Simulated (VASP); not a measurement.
Here is a VASP 6.6.1 calculation.

Contents of POSCAR:

```
BN
1.0
    2.5439500161      0.0000000000      0.0000000000
   -1.2719750081      2.2031253399      0.0000000000
    0.0000000000      0.0000000000      4.2078153010
B N
2 2
Direct
    0.3333333333      0.6666666667      0.0002034636
    0.6666666667      0.3333333333      0.5002034636
    0.3333333333      0.6666666667      0.3747965364
    0.6666666667      0.3333333333      0.8747965364
```

File INCAR.step1:

```
PREC = Accurate ; ENCUT = 520
ISMEAR = 0 ; SIGMA = 0.01
LREAL = False ; LASPH = True
NELM = 100 ; NBANDS = 16
GGA = PE ; ALGO = Normal
EDIFF = 1E-4 ; LWAVE = True
LCHARG = False
```

File INCAR.step2:

```
PREC = Accurate ; ENCUT = 520
EDIFF = 1E-6 ; ISMEAR = 0
SIGMA = 0.01 ; LREAL = False
LASPH = True ; NELM = 100
ALGO = Normal ; ISIF = 2
LWAVE = False ; LCHARG = False
METAGGA = R2SCAN ; LMIXTAU = True
NBANDS = 16 ; ISTART = 1
```

KPOINTS

```
regular mesh
0
Gamma
  12 12 6
```

Potentials or basis: VASP PAW PBE potentials, release 64 (B, N).

Command:

```console
$ cat potpaw_PBE.64/B/POTCAR potpaw_PBE.64/N/POTCAR > POTCAR
$ cp INCAR.step1 INCAR
$ mpirun -np 1 vasp_std > vasp.out
$ cp INCAR.step2 INCAR
$ mpirun -np 1 vasp_std > vasp.out
```

Estimate the band gap on the k mesh.

5.72 eV, indirect (least direct gap 8.98 eV).

What does it give for the pressure?

1.1 GPa.

Forces on the atoms (eV/Å):
```
B    0.000  0.000  0.002
B    0.000  0.000  0.002
N    0.000  0.000 -0.002
N    0.000  0.000 -0.002
```

Caveat: the PAW data sets were made with another functional, which shifts forces and pressure a little. A k mesh can miss the band edges.
